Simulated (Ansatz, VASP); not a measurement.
# BAs in VASP and in Ansatz

The input POSCAR:

```
BAs
1.0
    0.0000000000      2.3178924002      2.3178924002
    2.3178924002      0.0000000000      2.3178924002
    2.3178924002      2.3178924002      0.0000000000
B As
1 1
Direct
    0.0000000000      0.0000000000      0.0000000000
    0.2500000000      0.2500000000      0.2500000000
```

Contents of INCAR.step1:

```
SYSTEM = BAs
PREC     = Accurate       ! precision mode
ENCUT    = 520            ! plane-wave cutoff, eV
ISMEAR   = 0              ! smearing method
SIGMA    = 0.02           ! smearing width, eV
LREAL    = .FALSE.        ! projectors in reciprocal space
LASPH    = .TRUE.         ! aspherical terms in the spheres
NELM     = 80             ! most SCF steps
NBANDS   = 11             ! bands
GGA      = PE             ! functional
ALGO     = Normal         ! electronic algorithm
EDIFF    = 1E-4           ! SCF threshold, eV
LWAVE    = .TRUE.         ! write WAVECAR
LCHARG   = .FALSE.        ! write CHGCAR
```

Contents of INCAR.step2:

```
SYSTEM = BAs
PREC     = Accurate       ! precision mode
ENCUT    = 520            ! plane-wave cutoff, eV
EDIFF    = 1E-6           ! SCF threshold, eV
ISMEAR   = 0              ! smearing method
SIGMA    = 0.02           ! smearing width, eV
LREAL    = .FALSE.        ! projectors in reciprocal space
LASPH    = .TRUE.         ! aspherical terms in the spheres
NELM     = 80             ! most SCF steps
ALGO     = Normal         ! electronic algorithm
ISIF     = 2              ! what is computed and relaxed
LWAVE    = .FALSE.        ! write WAVECAR
LCHARG   = .TRUE.         ! write CHGCAR
METAGGA  = R2SCAN         ! meta-GGA
LMIXTAU  = .TRUE.       
LELF     = .TRUE.         ! ELF
LVHAR    = .TRUE.       
NBANDS   = 11             ! bands
ISTART   = 1
```

File KPOINTS:

```
regular mesh
0
G
  10 10 10
  0 0 0
```

Input for Ansatz:

```yaml
crystal:
  lattice:
    - [0.0, 2.3178924002, 2.3178924002]
    - [2.3178924002, 0.0, 2.3178924002]
    - [2.3178924002, 2.3178924002, 0.0]
  atoms:
    - { symbol: B, position: [0.0, 0.0, 0.0] }
    - { symbol: As, position: [0.25, 0.25, 0.25] }
basis:
  ecutwfc: 500
kpoints:
  mp_grid: { grid: [10, 10, 10] }
hamiltonian:
  xc: r2scan
scf:
  occupations: { method: gaussian, width: 0.02 }
output:
  forces: true
  stress: true
  eigenvalues: true
```

Alike in both runs: task single point; functional r2SCAN; k mesh 10 × 10 × 10; occupations gaussian, width 0.02 eV; no spin polarisation.

|  | VASP | Ansatz |
| --- | --- | --- |
| version | VASP 6.6.1 | Ansatz 0.2.0 |
| potentials or method | VASP PAW PBE potentials, release 64 (B, As) | scalar-relativistic, plane waves, PAW |
| plane-wave cutoff (eV) | 520 | 500 |
| valence electrons in the cell | 8 | 18 |

|  | VASP | Ansatz | Ansatz less VASP |
| --- | --- | --- | --- |
| gap on the k mesh at the Fermi level (eV) | 1.27 | 1.27 | +0.004 |
| least direct gap on the mesh (eV) | 3.55 | 3.55 | -0.002 |
| pressure (GPa) | 16.6 | 16.1 | -0.53 |

With one functional, cell and mesh, what is left measures potentials, basis and numerics. The two sets of potentials don't hold the same shells in valence.

Caveats: so large a pressure means that the cell lies far from this level's equilibrium, or that cutoff or potentials fall short (VASP); the potentials were made for another functional, which shifts forces and pressure (VASP). A k mesh can miss the band edges. r2SCAN opens gaps a little over a GGA but as a rule still falls short of measured ones.
